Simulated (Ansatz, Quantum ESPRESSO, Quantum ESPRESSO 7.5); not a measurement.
## Complex bands of MgTe, zinc blende type, lattice constant set to 6.412 Å

Wanted: the complex band structure of MgTe, zinc blende type, lattice constant set to 6.412 Å, as for a tunnel barrier.

Calculated with Quantum ESPRESSO 7.5; plane-wave DFT, LDA, GBRV ultrasoft pseudopotentials (cross-check by Ansatz 0.2.0 with PAW datasets).

The structure was built from a prototype and need not be the compound's stable phase.

**1. The starting structure**

Symmetry: F-43m, No. 216, cubic system. The conventional cell has a = 6.412 Å, b = 6.412 Å, c = 6.412 Å, α = 90.00°, β = 90.00°, γ = 90.00°. Nearest to Mg lie 4 Te at 2.78 Å. Nearest to Te lie 4 Mg at 2.78 Å. Farther neighbours and most contacts between anions are not listed.

**2. Ground state**

pwcond needs a cell whose third axis lies along the current and stands perpendicular to the other two.

Contents of scf.in:

```
&control
  prefix = 'scf'
  outdir = './out'
  pseudo_dir = './pseudo'
  calculation = 'scf'
  tprnfor = .true.
/
&system
  ibrav = 0
  nat = 4
  ntyp = 2
  ecutwfc = 40
  ecutrho = 200
  occupations = 'fixed'
  nbnd = 20
/
&electrons
  conv_thr = 1e-09
  mixing_beta = 0.6
  electron_maxstep = 120
/
ATOMIC_SPECIES
  Mg  24.3050  mg_lda_v1.4.uspp.F.UPF
  Te  127.6000  te_lda_v1.uspp.F.UPF
CELL_PARAMETERS angstrom
  4.53396868096814 0.00000000000000 0.00000000000000
  0.00000000000000 4.53396868096814 0.00000000000000
  0.00000000000000 0.00000000000000 6.41200000000000
ATOMIC_POSITIONS crystal
  Mg  0.000000000000 0.000000000000 0.000000000000
  Te  0.500000000000 0.000000000000 0.250000000000
  Mg  0.500000000000 0.500000000000 0.500000000000
  Te  0.000000000000 0.500000000000 0.750000000000
K_POINTS automatic
  6 6 4 0 0 0
```

The run is started by

```console
OMP_NUM_THREADS=1 mpirun -n 2 pw.x -nk 2 -in scf.in > scf.out
```

Log:

```text
Program PWSCF v.7.5 starts
[citation notice left out]

     Parallel version (MPI & OpenMP), running on       2 processor cores
     Number of MPI processes:                 2
     Threads/MPI process:                     1

     MPI processes distributed on     1 nodes
[...]
Current dimensions of program PWSCF are:
     Max number of different atomic species (ntypx) = 10
     Max number of k-points (npk) =  40000
     Max angular momentum in pseudopotentials (lmaxx) =  4
     Found identity + ( -0.5000 -0.5000 -0.5000) symmetry
     This is a supercell, fractional translations are disabled
     Message from routine setup:
     using ibrav=0 with symmetry is DISCOURAGED, use correct ibrav instead

     K-points division:     npool     =       2
     Subspace diagonalization in iterative solution of the eigenvalue problem:
     a serial algorithm will be used

     G-vector sticks info
     --------------------
     sticks:   dense  smooth     PW     G-vecs:    dense   smooth      PW
     Sum        1177     941    277                42399    30469    4911

     Using Slab Decomposition

     bravais-lattice index     =            0
     lattice parameter (alat)  =       8.5680  a.u.
     unit-cell volume          =     889.5024 (a.u.)^3
     number of atoms/cell      =            4
     number of atomic types    =            2
     number of electrons       =        32.00
     number of Kohn-Sham states=           20
     kinetic-energy cutoff     =      40.0000  Ry
     charge density cutoff     =     200.0000  Ry
     scf convergence threshold =      1.0E-09
     mixing beta               =       0.6000
     number of iterations used =            8  plain     mixing
     Exchange-correlation= SLA  PZ   NOGX NOGC
                           (   1   1   0   0   0   0   0)

     celldm(1)=   8.567959  celldm(2)=   0.000000  celldm(3)=   0.000000
     celldm(4)=   0.000000  celldm(5)=   0.000000  celldm(6)=   0.000000

     crystal axes: (cart. coord. in units of alat)
               a(1) = (   1.000000   0.000000   0.000000 )
               a(2) = (   0.000000   1.000000   0.000000 )
               a(3) = (   0.000000   0.000000   1.414214 )

     reciprocal axes: (cart. coord. in units 2 pi/alat)
               b(1) = (  1.000000  0.000000  0.000000 )
               b(2) = (  0.000000  1.000000  0.000000 )
               b(3) = (  0.000000  0.000000  0.707107 )

     PseudoPot. # 1 for Mg read from file:
     ./pseudo/mg_lda_v1.4.uspp.F.UPF
     Pseudo is Ultrasoft, Zval = 10.0
     Generated by new atomic code, or converted to UPF format
     Using radial grid of  821 points,  7 beta functions with:
                l(1) =   0
                l(2) =   0
                l(3) =   0
                l(4) =   1
                l(5) =   1
                l(6) =   2
                l(7) =   2
     Q(r) pseudized with  8 coefficients,  rinner =    1.200   1.200   1.200
                                                       1.200   1.200

     PseudoPot. # 2 for Te read from file:
     ./pseudo/te_lda_v1.uspp.F.UPF
     Pseudo is Ultrasoft + core correction, Zval =  6.0
     Generated by new atomic code, or converted to UPF format
     Using radial grid of  891 points,  5 beta functions with:
                l(1) =   0
                l(2) =   0
                l(3) =   1
                l(4) =   1
                l(5) =   2
     Q(r) pseudized with  6 coefficients,  rinner =    1.800   1.800   1.800
                                                       1.800   1.800

     atomic species   valence    mass     pseudopotential
     Mg               10.00    24.30500     Mg( 1.00)
     Te                6.00   127.60000     Te( 1.00)

      8 Sym. Ops. (no inversion) found

   Cartesian axes

     site n.     atom                  positions (alat units)
         1        Mg     tau(   1) = (   0.0000000   0.0000000   0.0000000  )
         2        Te     tau(   2) = (   0.5000000   0.0000000   0.3535534  )
         3        Mg     tau(   3) = (   0.5000000   0.5000000   0.7071068  )
         4        Te     tau(   4) = (   0.0000000   0.5000000   1.0606602  )

     number of k points=    30
                       cart. coord. in units 2pi/alat
        k(    1) = (   0.0000000   0.0000000   0.0000000), wk =   0.0138889
        k(    2) = (   0.0000000   0.0000000   0.1767767), wk =   0.0277778
        k(    3) = (   0.0000000   0.0000000  -0.3535534), wk =   0.0138889
        k(    4) = (   0.0000000   0.1666667   0.0000000), wk =   0.0555556
        k(    5) = (   0.0000000   0.1666667   0.1767767), wk =   0.1111111
        k(    6) = (   0.0000000   0.1666667  -0.3535534), wk =   0.0555556
        k(    7) = (   0.0000000   0.3333333   0.0000000), wk =   0.0555556
        k(    8) = (   0.0000000   0.3333333   0.1767767), wk =   0.1111111
        k(    9) = (   0.0000000   0.3333333  -0.3535534), wk =   0.0555556
        k(   10) = (   0.0000000  -0.5000000   0.0000000), wk =   0.0277778
[...]
k(   30) = (  -0.5000000  -0.5000000  -0.3535534), wk =   0.0138889

     Dense  grid:    42399 G-vectors     FFT dimensions: (  40,  40,  60)

     Smooth grid:    30469 G-vectors     FFT dimensions: (  36,  36,  50)

     Estimated max dynamical RAM per process >     118.66 MB

     Estimated total dynamical RAM >     226.96 MB

     Initial potential from superposition of free atoms

     starting charge      31.3992, renormalised to      32.0000
     Starting wfcs are   18 randomized atomic wfcs +    2 random wfcs

     total cpu time spent up to now is        1.8 secs

     per-process dynamical memory:    51.7 Mb

     Self-consistent Calculation

     iteration #  1     ecut=    40.00 Ry     beta= 0.60
     Davidson diagonalization with overlap
     ethr =  1.00E-02,  avg # of iterations =  6.9

     Threshold (ethr) on eigenvalues was too large:
     Diagonalizing with lowered threshold

     Davidson diagonalization with overlap
     ethr =  8.26E-04,  avg # of iterations =  1.0

     total cpu time spent up to now is        4.3 secs

     total energy              =    -303.39337598 Ry
     estimated scf accuracy    <       0.26007452 Ry

     iteration #  2     ecut=    40.00 Ry     beta= 0.60
[...]
total energy              =    -303.45245997 Ry
     estimated scf accuracy    <       0.01363943 Ry

     iteration #  3     ecut=    40.00 Ry     beta= 0.60
[...]
total energy              =    -303.45364633 Ry
     estimated scf accuracy    <       0.00136230 Ry

     iteration #  4     ecut=    40.00 Ry     beta= 0.60
[...]
total energy              =    -303.45370327 Ry
     estimated scf accuracy    <       0.00004356 Ry

     iteration #  5     ecut=    40.00 Ry     beta= 0.60
[...]
total energy              =    -303.45371279 Ry
     estimated scf accuracy    <       0.00000045 Ry

     iteration #  6     ecut=    40.00 Ry     beta= 0.60
[...]
total energy              =    -303.45371326 Ry
     estimated scf accuracy    <       0.00000010 Ry

     iteration #  7     ecut=    40.00 Ry     beta= 0.60
[...]
total energy              =    -303.45371328 Ry
     estimated scf accuracy    <          8.0E-09 Ry

     iteration #  8     ecut=    40.00 Ry     beta= 0.60
[...]
total energy              =    -303.45371328 Ry
     estimated scf accuracy    <          9.1E-09 Ry

     iteration #  9     ecut=    40.00 Ry     beta= 0.60
[...]
End of self-consistent calculation

          k = 0.0000 0.0000 0.0000 (  3785 PWs)   bands (ev):

   -71.5328 -71.5328 -38.9663 -38.9659 -38.9659 -38.9657 -38.9656 -38.9656
    -7.5626  -6.7403  -0.3574   1.5715   1.5715   2.7915   2.7916   2.7916
     5.0863   5.4394   6.1761   8.1863

          k = 0.0000 0.0000 0.1768 (  3808 PWs)   bands (ev):

   -71.5328 -71.5328 -38.9662 -38.9658 -38.9658 -38.9658 -38.9657 -38.9657
    -7.4591  -6.8818  -0.0393   1.7108   1.7108   1.9652   2.5567   2.5567
     5.7908   6.0718   6.3962   7.6191

          k = 0.0000 0.0000-0.3536 (  3848 PWs)   bands (ev):

   -71.5328 -71.5328 -38.9660 -38.9660 -38.9658 -38.9658 -38.9657 -38.9657
    -7.1889  -7.1889   0.8077   0.8077   2.0895   2.0895   2.0895   2.0895
     6.6294   6.6294   6.8989   6.8989

          k = 0.0000 0.1667 0.0000 (  3799 PWs)   bands (ev):

   -71.5328 -71.5328 -38.9662 -38.9659 -38.9658 -38.9658 -38.9657 -38.9657
    -7.4709  -6.7411  -0.2289   1.0762   1.6792   1.9189   2.5591   2.7623
     5.8218   5.9047   7.0063   7.9771

          k = 0.0000 0.1667 0.1768 (  3813 PWs)   bands (ev):

   -71.5328 -71.5328 -38.9662 -38.9659 -38.9659 -38.9658 -38.9657 -38.9657
    -7.3764  -6.8626  -0.0638   1.2539   1.3718   1.8080   2.5637   2.6358
     6.1318   6.1701   7.2002   8.1542

          k = 0.0000 0.1667-0.3536 (  3816 PWs)   bands (ev):

   -71.5328 -71.5328 -38.9660 -38.9660 -38.9658 -38.9658 -38.9658 -38.9657
    -7.1328  -7.1328   0.4475   0.4475   2.0614   2.0614   2.1527   2.1528
     6.7012   6.7012   7.6228   7.6228

[...]
highest occupied, lowest unoccupied level (ev):     2.7916    5.0863

!    total energy              =    -303.45371328 Ry
     estimated scf accuracy    <          4.6E-10 Ry

     The total energy is the sum of the following terms:
     one-electron contribution =    -243.66203719 Ry
     hartree contribution      =     120.77545715 Ry
     xc contribution           =     -61.76246567 Ry
     ewald contribution        =    -118.80466757 Ry

     convergence has been achieved in   9 iterations

     Forces acting on atoms (cartesian axes, Ry/au):

     atom    1 type  1   force =     0.00000000    0.00000000    0.00000000
     atom    2 type  2   force =     0.00000000    0.00000000    0.00000044
     atom    3 type  1   force =     0.00000000    0.00000000    0.00000000
     atom    4 type  2   force =     0.00000000    0.00000000   -0.00000044

     Total force =     0.000001     Total SCF correction =     0.000003
     SCF correction compared to forces is large: reduce conv_thr to get better values

[...]
=------------------------------------------------------------------------------=
   JOB DONE.
=------------------------------------------------------------------------------=
```

Wall time 16 s (2 MPI ranks of Intel Xeon Platinum 8488C (Sapphire Rapids), shared host); peak memory 0.28 GiB.

Read from the output:

- free energy: -4128.6981 eV
- valence top, on the run's zero: 2.792 eV
- conduction bottom, on the run's zero: 5.086 eV
- gap by band count: 2.295 eV

The program's own clock; routines nest. Time by routine:

```csv
routine,wall time (s),calls
PWSCF,15.45,1
electrons,13.32,1
c_bands,10.03,10
cegterg,8.22,150
h_psi,6.23,693
fftw,5.02,19490
vloc_psi,4.97,693
sum_band,2.39,10
init_run,1.62,1
calbec,0.93,903
newd,0.91,10
hinit0,0.65,1
h_psi:calbec,0.65,693
add_vuspsi,0.57,693
```

The run needed 9 iterations to bring the estimated error under 1e-09 Ry.

(Continued in part 2 of 4.)

[Logs are printed without paths, hosts, clocks, repeated set-up lines and the standing remarks that a program may print on its own settings, such as how far it seeks lower states.]

[Hosts, paths, dates, database ids (printed as entryN), source tags and the programs' standing remarks are cut or masked in the printed files.]

[Maps of the electrostatic potential energy from Ansatz leave out the sawtooth potential of an applied field or a dipole correction, so their vacuum need not be flat; planar profiles and work functions include it.]
